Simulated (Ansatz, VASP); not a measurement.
## One calculation of Be, two programs

The input INCAR:

```
PREC     = Accurate       # precision mode
ENCUT    = 520            # plane-wave cutoff, eV
EDIFF    = 1E-6           # SCF threshold, eV
ISMEAR   = 0              # smearing method
SIGMA    = 0.1            # smearing width, eV
LREAL    = F              # projectors in reciprocal space
LASPH    = T              # aspherical terms in the spheres
NELM     = 100            # most SCF steps
ALGO     = Normal         # electronic algorithm
ISIF     = 2              # what is computed and relaxed
LWAVE    = F              # write WAVECAR
LCHARG   = F              # write CHGCAR
GGA      = PE             # functional
NBANDS   = 9              # bands
```

KPOINTS

```
regular mesh
0
Gamma
  8 8 6
```

File POSCAR:

```
Be
1.0
    1.5693884000     -1.7126096600      0.0000000000
    1.5693884000      1.7126096600      0.0000000000
    0.0000000000      0.0000000000      3.6201771600
Be
2
Direct
    0.2500000000      0.7500000000      0.2533285700
    0.7500000000      0.2500000000      0.7466714300
```

Input for Ansatz:

```yaml
crystal:
  lattice:
    - [1.5693884, -1.71260966, 0.0]
    - [1.5693884, 1.71260966, 0.0]
    - [0.0, 0.0, 3.62017716]
  atoms:
    - { symbol: Be, position: [0.25, 0.75, 0.25332857] }
    - { symbol: Be, position: [0.75, 0.25, 0.74667143] }
basis:
  ecutwfc: 420
kpoints:
  mp_grid: { grid: [8, 8, 6] }
hamiltonian:
  xc: pbe
scf:
  occupations: { method: gaussian, width: 0.1 }
  lower_state_search: "off"
output:
  forces: true
  stress: true
  eigenvalues: true
```

Alike in both runs: task single point; functional PBE; k mesh 8 × 8 × 6; occupations gaussian, width 0.1 eV; no spin polarisation.

|  | VASP | Ansatz |
| --- | --- | --- |
| version | VASP 6.6.1 | Ansatz 0.2.0 |
| potentials or method | VASP PAW PBE potentials, release 64 (Be) | scalar-relativistic, plane waves, PAW |
| plane-wave cutoff (eV) | 520 | 420 |
| valence electrons in the cell | 4 | 4 |

VASP gave:

* gap on the k mesh at the Fermi level (eV): none
* pressure (GPa): -17.4
* largest component of the traceless stress (GPa): 8.39
* rms of the force components (eV/Å): 0.030

Problem. Which values does Ansatz return?

Solution. gap on the k mesh at the Fermi level (eV): none; pressure (GPa): -17.5; largest component of the traceless stress (GPa): 8.39; rms of the force components (eV/Å): 0.030.

Atom by atom the forces differ by 0.000 eV/Å (rms over components). A gap of «none» marks a metal or a gap that the smearing closes.

Caveats: so large a pressure means that the cell lies far from this level's equilibrium, or that cutoff or potentials fall short (VASP).
